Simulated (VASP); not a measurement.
# Ga2O3 (R-3c) in VASP: settings compared

One crystal, Ga2O3, is run at these levels: PBE+D3(BJ), PBEsol; tasks: relaxation of cell and atoms.

Everything below comes from runs of VASP 6.6.1. Logs are shortened: lines on timing, memory, paths and dates and some standing lists are left out, and cuts for length are marked.

## Step 1: The crystal as given

It takes space group R-3c (No. 167, trigonal). The conventional cell has a = 4.999 Å, b = 4.999 Å, c = 13.501 Å, α = 90.00°, β = 90.00°, γ = 120.00°. Ga (site symmetry 3) is surrounded by 6 O at 1.93 to 2.08 Å. O (site symmetry 2) is surrounded by 4 Ga at 1.93 to 2.08 Å.

## Step 2: Relaxation of cell and atoms, PBE+D3(BJ)

The input, INCAR:

```
PREC = Accurate ; ENCUT = 600
EDIFF = 1E-6 ; ISMEAR = 0
SIGMA = 0.03 ; LREAL = F
LASPH = T ; NELM = 80
ALGO = Normal ; ISIF = 3
LWAVE = F ; LCHARG = F
GGA = PE ; IVDW = 12
IBRION = 2 ; NSW = 90
EDIFFG = -0.01 ; KPAR = 2
```

The input, KPOINTS:

```
Automatic mesh
0
Gamma
  7 7 7
```

The input, POSCAR:

```
Ga2O3
1.0
    2.4997250000      1.4432169017      4.5003166667
   -2.4997250000      1.4432169017      4.5003166667
    0.0000000000     -2.8864338033      4.5003166667
Ga O
4 6
Direct
    0.3559600000      0.3559600000      0.3559600000
    0.1440400000      0.1440400000      0.1440400000
    0.6440400000      0.6440400000      0.6440400000
    0.8559600000      0.8559600000      0.8559600000
    0.5526000000      0.9474000000      0.2500000000
    0.2500000000      0.5526000000      0.9474000000
    0.9474000000      0.2500000000      0.5526000000
    0.4474000000      0.0526000000      0.7500000000
    0.7500000000      0.4474000000      0.0526000000
    0.0526000000      0.7500000000      0.4474000000
```

Potentials or basis: VASP PAW PBE potentials, release 64 (Ga_d, O).

Command:

```
$ cat potpaw_PBE.64/Ga_d/POTCAR potpaw_PBE.64/O/POTCAR > POTCAR
$ mpirun -np 2 vasp_std > vasp.out
```

OUTCAR:

```text
PREC = Accurate
   ENCUT = 600
   EDIFF = 1E-6
   ISMEAR = 0
   LREAL = F
   LASPH = T
   NELM = 80
   ISIF = 3
   GGA = PE
   IVDW = 12
   IBRION = 2
   NSW = 90
   EDIFFG = -0.01
 IVDW          = 12

 ion  position               nearest neighbor table
   1  0.356  0.356  0.356-  10 1.93   8 1.93   9 1.93   5 2.08   6 2.08   7 2.08   2 2.86
   2  0.144  0.144  0.144-   9 1.93   8 1.93  10 1.93   5 2.08   7 2.08   6 2.08   1 2.86
   3  0.644  0.644  0.644-   7 1.93   5 1.93   6 1.93   8 2.08   9 2.08  10 2.08   4 2.86
   4  0.856  0.856  0.856-   6 1.93   5 1.93   7 1.93   8 2.08  10 2.08   9 2.08   3 2.86
   5  0.553  0.947  0.250-   3 1.93   4 1.93   1 2.08   2 2.08
   6  0.250  0.553  0.947-   4 1.93   3 1.93   1 2.08   2 2.08
   7  0.947  0.250  0.553-   3 1.93   4 1.93   2 2.08   1 2.08
   8  0.447  0.053  0.750-   1 1.93   2 1.93   3 2.08   4 2.08
   9  0.750  0.447  0.053-   2 1.93   1 1.93   3 2.08   4 2.08
  10  0.053  0.750  0.447-   1 1.93   2 1.93   4 2.08   3 2.08

  LATTYP: Found a trigonal (rhomboedric) cell.
 ALAT       =     5.3464334094
 COS(alpha) =     0.5627939742

  Lattice vectors:

 A1 = (   2.4997250000,   1.4432169017,   4.5003166667)
 A2 = (  -2.4997250000,   1.4432169017,   4.5003166667)
 A3 = (   0.0000000000,  -2.8864338033,   4.5003166667)

Analysis of symmetry for initial positions (statically):
=====================================================================
 Subroutine PRICEL returns:
 Original cell was already a primitive cell.

 Routine SETGRP: Setting up the symmetry group for a
 trigonal (rhombohedral) supercell.

 Subroutine GETGRP returns: Found 12 space group operations
 (whereof  6 operations were pure point group operations)
 out of a pool of 12 trial point group operations.

The static configuration has the point symmetry S_6 .
 The point group associated with its full space group is D_3d.

Analysis of symmetry for dynamics (positions and initial velocities):
=====================================================================
 Subroutine PRICEL returns:
 Original cell was already a primitive cell.

 Routine SETGRP: Setting up the symmetry group for a
 trigonal (rhombohedral) supercell.

 Subroutine GETGRP returns: Found 12 space group operations
 (whereof  6 operations were pure point group operations)
 out of a pool of 12 trial point group operations.

The dynamic configuration has the point symmetry S_6 .
 The point group associated with its full space group is D_3d.

 Subroutine INISYM returns: Found 12 space group operations
 (whereof  6 operations are pure point group operations),
 and found     1 'primitive' translations

----------------------------------------------------------------------------------------

                                     Primitive cell

  volume of cell :      97.4133

  direct lattice vectors                    reciprocal lattice vectors
     2.499725000  1.443216902  4.500316667     0.200022002  0.115482757  0.074068862
    -2.499725000  1.443216902  4.500316667    -0.200022002  0.115482757  0.074068862
     0.000000000 -2.886433803  4.500316667     0.000000000 -0.230965514  0.074068862

  length of vectors
     5.346433409  5.346433409  5.346433409     0.242551572  0.242551572  0.242551572

  position of ions in fractional coordinates (direct lattice)
     0.355960000  0.355960000  0.355960000
     0.144040000  0.144040000  0.144040000
     0.644040000  0.644040000  0.644040000
     0.855960000  0.855960000  0.855960000
     0.552600000  0.947400000  0.250000000
     0.250000000  0.552600000  0.947400000
     0.947400000  0.250000000  0.552600000
     0.447400000  0.052600000  0.750000000
     0.750000000  0.447400000  0.052600000
     0.052600000  0.750000000  0.447400000

  ion indices of the primitive-cell ions
   primitive index   ion index
                 1           1
                 2           2
                 3           3
                 4           4
                 5           5
                 6           6
                 7           7
                 8           8
                 9           9
                10          10

----------------------------------------------------------------------------------------

 KPOINTS: Automatic mesh

Automatic generation of k-mesh.
 Grid dimensions read from file:
 generate k-points for:    7    7    7

 Generating k-lattice:

  Cartesian coordinates                     Fractional coordinates (reciprocal lattice)
     0.028574572  0.016497537  0.010581266     0.142857143 -0.000000000 -0.000000000
    -0.028574572  0.016497537  0.010581266    -0.000000000  0.142857143 -0.000000000
     0.000000000 -0.032995073  0.010581266    -0.000000000 -0.000000000  0.142857143

  Length of vectors
     0.034650225  0.034650225  0.034650225

  Shift w.r.t. Gamma in fractional coordinates (k-lattice)
     0.000000000  0.000000000  0.000000000

 Subroutine IBZKPT returns following result:
 ===========================================

 Found     44 irreducible k-points:

 Following reciprocal coordinates:
            Coordinates               Weight
  0.000000  0.000000  0.000000      1.000000
  0.142857 -0.000000  0.000000      6.000000
  0.285714 -0.000000 -0.000000      6.000000
  0.428571  0.000000  0.000000      6.000000
  0.142857  0.142857  0.000000      6.000000
  0.285714  0.142857 -0.000000     12.000000
[... 16 lines left out ...]
  0.285714  0.285714  0.142857      6.000000
  0.428571  0.285714  0.142857     12.000000
 [... further k-points ...]
   k-points           NKPTS =     44   k-points in BZ     NKDIM =     44   number of bands    NBANDS=     52
   number of dos      NEDOS =    301   number of ions     NIONS =     10
   total plane-waves  NPLWV = 110592
   dimension x,y,z NGX =    48 NGY =   48 NGZ =   48
   dimension x,y,z NGXF=    96 NGYF=   96 NGZF=   96
   ions per type =               4   6
   NGX,Y,Z   is equivalent  to a cutoff of  14.93, 14.93, 14.93 a.u.
   NGXF,Y,Z  is equivalent  to a cutoff of  29.85, 29.85, 29.85 a.u.
 SYSTEM =  unknown system
   PREC   = accura    normal or accurate (medium, high low for compatibility)
   ISTART =      0    job   : 0-new  1-cont  2-samecut
   ICHARG =      2    charge: 1-file 2-atom 10-const
   ISPIN  =      1    spin polarized calculation?
   LNONCOLLINEAR =      F non collinear calculations
   LSORBIT =      F    spin-orbit coupling
   LASPH  =      T    aspherical Exc in radial PAW
   ENCUT  =  600.0 eV  44.10 Ry    6.64 a.u.  10.68 10.68 10.68*2*pi/ulx,y,z
   NELM   =     80;   NELMIN=  2; NELMDL= -5     # of ELM steps
   EDIFF  = 0.1E-05   stopping-criterion for ELM
   LREAL  =      F    real-space projection
   EDIFFG = -.1E-01   stopping-criterion for IOM
   NSW    =     90    number of steps for IOM
   IBRION =      2    ionic relax: 0-MD 1-quasi-New 2-CG
   NFREE  =      1    steps in history (QN), initial steepest desc. (CG)
   ISIF   =      3    stress and relaxation
   ISYM   =      2    0-nonsym 1-usesym 2-fastsym
   POTIM  = 0.5000    time-step for ionic-motion
   TEBEG  =    0.0;   TEEND  =   0.0 temperature during run
   PSTRESS=    0.0 pullay stress
   NELECT =      88.0000    total number of electrons
   NUPDOWN=      -1.0000    fix difference up-down
   EMIN   =  10.00;   EMAX   =-10.00  energy-range for DOS
   EFERMI =   0.00;   METHOD = LEGACY
   ISMEAR =     0;   SIGMA  =   0.03  broadening in eV -4-tet -1-fermi 0-gaus
   EFERMI_NEDOS =   21; number of points for ismear=-14 and -15
   IALGO  =     38    algorithm
   IMIX   =      4    mixing-type and parameters
     AMIX     =   0.40;   BMIX     =  1.00
     AMIX_MAG =   1.60;   BMIX_MAG =  1.00
  volume/ion in A,a.u.               =       9.74        65.74
  Fermi-wavevector in a.u.,A,eV,Ry     =   1.582570  2.990624 34.076181  2.504529
  Thomas-Fermi vector in A             =   2.682473
   LORBIT       =      0    0 simple, 1 ext, 2 COOP (PROOUT), +10 PAW based schemes
   GGA     = PE    functional components
   LHFCALC =     F    Hartree Fock is set to
   AEXX    =    0.0000 exact exchange contribution
   IVDW    =    12    specifies the selected vdW correction
   LEPSILON=     F    determine dielectric tensor
   LRPA    =     F    only Hartree local field effects (RPA)
 conjugate gradient relaxation of ions
 non-spin polarized calculation
 Gauss-broadening in eV      SIGMA  =   0.03
  energy-cutoff  :      600.00
  volume of cell :       97.41
 maximum number of plane-waves:      3265
 NGX is ok and might be reduce to    48
   NGX = 21   NGY = 21   NGZ = 21

--------------------------------------- Ionic step        1  -------------------------------------------

 number of electron      87.9999994 magnetization

 Free energy of the ion-electron system (eV)
  ---------------------------------------------------
  ext. energy  EPLUGINS =         0.00000000
  ---------------------------------------------------
  free energy    TOTEN  =       -59.31677095 eV

  energy without entropy =      -59.31677095  energy(sigma->0) =      -59.31677095

------------------------ aborting loop because EDIFF is reached ----------------------------------------

 Edisp (eV)   -2.14358

 E8    (eV) :    -0.8387

  FORCE on cell =-STRESS in cart. coord.  units (eV):
  Direction    XX          YY          ZZ          XY          YZ          ZX
  --------------------------------------------------------------------------------------
  -------------------------------------------------------------------------------------
  Total       2.84252     2.84252     1.79172    -0.00000     0.00000     0.00000
  in kB      46.75152    46.75152    29.46887    -0.00000     0.00000     0.00000
  external pressure =       40.99 kB  Pullay stress =        0.00 kB
[... 221 lines left out ...]
  energy  without entropy=      -61.4852176063  energy(sigma->0) =      -61.48521761

--------------------------------------- Ionic step        6  -------------------------------------------

 number of electron      87.9999997 magnetization

 Free energy of the ion-electron system (eV)
  ---------------------------------------------------
  ext. energy  EPLUGINS =         0.00000000
  ---------------------------------------------------
  free energy    TOTEN  =       -59.38323299 eV

  energy without entropy =      -59.38323299  energy(sigma->0) =      -59.38323299

 E-fermi :   4.3855     XC(G=0): -12.0358

 val. band max:        4.2356110796   @ k =  -0.1429   0.1429   0.0000
 cond. band min:       6.7659197971   @ k =   0.0000   0.0000   0.0000
 fundamental gap:      2.5303087175
 Fermi energy:         4.3855478294

 k-point     1 :       0.0000    0.0000    0.0000
  band No.  band energies     occupation
      1     -14.5411      2.00000
      2     -12.6357      2.00000
      3     -12.6357      2.00000
      4     -12.6058      2.00000
      5     -12.5934      2.00000
      6     -12.5934      2.00000
[... 1309 lines left out ...]
     51      14.1681      0.00000
     52      15.4516      0.00000

 [... further k-points ...]

------------------------ aborting loop because EDIFF is reached ----------------------------------------

 Edisp (eV)   -2.10201

 E8    (eV) :    -0.8224

  FORCE on cell =-STRESS in cart. coord.  units (eV):
  Direction    XX          YY          ZZ          XY          YZ          ZX
  --------------------------------------------------------------------------------------
  -------------------------------------------------------------------------------------
  Total      -0.02365    -0.02365    -0.02674     0.00000    -0.00000     0.00000
  in kB      -0.38159    -0.38159    -0.43154     0.00000    -0.00000     0.00000
  external pressure =       -0.40 kB  Pullay stress =        0.00 kB
[... 25 lines left out ...]
  FREE ENERGIE OF THE ION-ELECTRON SYSTEM (eV)
  ---------------------------------------------------
  free  energy   TOTEN  =       -61.4852399849 eV

  energy  without entropy=      -61.4852399849  energy(sigma->0) =      -61.48523998

 reached required accuracy - stopping structural energy minimisation
```

Run time: 6.3 min. Hardware: 2 MPI ranks of Intel Xeon 6975P-C (Granite Rapids), shared host; peak memory 0.48 GiB.

What came out:

* Free energy: -61.4852 eV
* Relaxed volume: 9.93 Å³/atom
* Relaxed cell: a = 5.371 Å, b = 5.371 Å, c = 5.371 Å, α = 55.95°, β = 55.95°, γ = 55.95°
* Space group after relaxing (to 0.05 Å): R-3c (No. 167)
* Energy gained by relaxing: 2.5 meV/atom
* Ionic steps: 6
* Pressure after relaxing: 0.0 GPa
* Largest force after relaxing: 0.005 eV/Å
* Band gap on the k mesh: 2.53 eV, indirect (least direct gap 2.77 eV)
* Dispersion energy per atom: -0.210 eV

Forces in eV/Å, atoms in the order of the input:
```
Ga   0.000  0.000  0.005
Ga   0.000  0.000 -0.005
Ga   0.000  0.000 -0.005
Ga   0.000  0.000  0.005
O   -0.002  0.000  0.000
O    0.001 -0.001  0.000
O    0.001  0.001  0.000
O    0.002  0.000  0.000
O   -0.001  0.001  0.000
O   -0.001 -0.001  0.000
```

Step by step:
```tsv
step	energy change (eV)	largest force (eV/Å)	pressure (GPa)	volume (Å³)
1	0.0000	0.0507	4.10	97.41
2	-0.0061	0.0101	-3.51	100.97
3	-0.0246	0.0253	-0.05	99.30
4	-0.0246	0.0250	-0.19	99.34
5	-0.0249	0.0051	-0.11	99.31
6	-0.0249	0.0046	-0.04	99.30
```

Final structure:
```
Ga O
1.0
     2.51958    1.45468    4.51527
    -2.51958    1.45468    4.51527
     0.00000   -2.90936    4.51527
Ga O
4 6
Direct
  0.35597 0.35597 0.35597
  0.14403 0.14403 0.14403
  0.64403 0.64403 0.64403
  0.85597 0.85597 0.85597
  0.55318 0.94682 0.25000
  0.25000 0.55318 0.94682
  0.94682 0.25000 0.55318
  0.44682 0.05318 0.75000
  0.75000 0.44682 0.05318
  0.05318 0.75000 0.44682
```

Caveat: an odd mesh through Γ misses points on the zone boundary, where band edges often lie.

## Step 3: Relaxation of cell and atoms, PBE+D3(BJ)

This run uses another cell than the first one, of 9.93 Å³/atom, 1.019 times its volume.

The input, INCAR:

```
PREC = Accurate ; ENCUT = 600
EDIFF = 1E-7 ; ISMEAR = 0
SIGMA = 0.03 ; LREAL = F
LASPH = T ; NELM = 80
ALGO = Normal ; ISIF = 3
LWAVE = F ; LCHARG = F
GGA = PE ; IVDW = 12
IBRION = 2 ; NSW = 90
EDIFFG = -0.005 ; KPAR = 2
```

KPOINTS is that of step 2.

The input, POSCAR:

```
Ga2O3                                   
1.0
    2.5195839637      1.4546824797      4.5152690018
   -2.5195839637      1.4546824797      4.5152690018
   -0.0000000000     -2.9093649594      4.5152690018
  Ga              O             
     4     6
Direct
     0.3559669828188557    0.3559669828188557    0.3559669828188557
     0.1440330171811443    0.1440330171811443    0.1440330171811443
     0.6440330171811443    0.6440330171811443    0.6440330171811443
     0.8559669828188557    0.8559669828188557    0.8559669828188557
     0.5531798186234456    0.9468201813765544    0.2500000000000000
     0.2500000000000001    0.5531798186234457    0.9468201813765543
     0.9468201813765543    0.2500000000000000    0.5531798186234457
     0.4468201813765544    0.0531798186234455    0.7500000000000000
     0.7500000000000000    0.4468201813765544    0.0531798186234456
     0.0531798186234456    0.7500000000000000    0.4468201813765543
```

Potentials or basis: VASP PAW PBE potentials, release 64 (Ga_d, O).

Command:

```
$ cat potpaw_PBE.64/Ga_d/POTCAR potpaw_PBE.64/O/POTCAR > POTCAR
$ mpirun -np 2 vasp_std > vasp.out
```

Run time: 4.1 min. Hardware: 2 MPI ranks of Intel Xeon 6975P-C (Granite Rapids), shared host; peak memory 0.47 GiB.

It converged, with:

* Free energy: -61.4906 eV
* Relaxed volume: 9.92 Å³/atom
* Relaxed cell: a = 5.370 Å, b = 5.370 Å, c = 5.370 Å, α = 55.95°, β = 55.95°, γ = 55.95°
* Space group after relaxing (to 0.05 Å): R-3c (No. 167)
* Energy gained by relaxing: 0.0 meV/atom
* Ionic steps: 3
* Pressure after relaxing: 0.0 GPa
* Largest force after relaxing: 0.004 eV/Å
* Band gap on the k mesh: 2.54 eV, indirect (least direct gap 2.77 eV)
* Dispersion energy per atom: -0.210 eV

Forces on the atoms (eV/Å):
```
Ga   0.000  0.000  0.004
Ga   0.000  0.000 -0.004
Ga   0.000  0.000 -0.004
Ga   0.000  0.000  0.004
O   -0.001  0.000  0.000
O    0.001 -0.001  0.000
O    0.001  0.001  0.000
O    0.001  0.000  0.000
O   -0.001  0.001  0.000
O   -0.001 -0.001  0.000
```

Final structure:
```yaml
crystal:
  lattice:
    - [2.51897, 1.45433, 4.51426]
    - [-2.51897, 1.45433, 4.51426]
    - [0.00000, -2.90866, 4.51426]
  atoms:
    - { symbol: Ga, position: [0.35598, 0.35598, 0.35598] }
    - { symbol: Ga, position: [0.14402, 0.14402, 0.14402] }
    - { symbol: Ga, position: [0.64402, 0.64402, 0.64402] }
    - { symbol: Ga, position: [0.85598, 0.85598, 0.85598] }
    - { symbol: O, position: [0.55317, 0.94683, 0.25000] }
    - { symbol: O, position: [0.25000, 0.55317, 0.94683] }
    - { symbol: O, position: [0.94683, 0.25000, 0.55317] }
    - { symbol: O, position: [0.44683, 0.05317, 0.75000] }
    - { symbol: O, position: [0.75000, 0.44683, 0.05317] }
    - { symbol: O, position: [0.05317, 0.75000, 0.44683] }
```

Levels at points of the mesh, in eV from the valence-band top:
| k point | band 41 | band 42 | band 43 | band 44 | band 45 | band 46 | band 47 | band 48 |
| --- | --- | --- | --- | --- | --- | --- | --- | --- |
| (0.00, 0.00, 0.00) | -0.32 | -0.30 | -0.24 | -0.24 | 2.54 | 6.44 | 6.65 | 8.63 |

Caveat: an odd mesh through Γ misses points on the zone boundary, where band edges often lie.

[end of part 1 of 2]
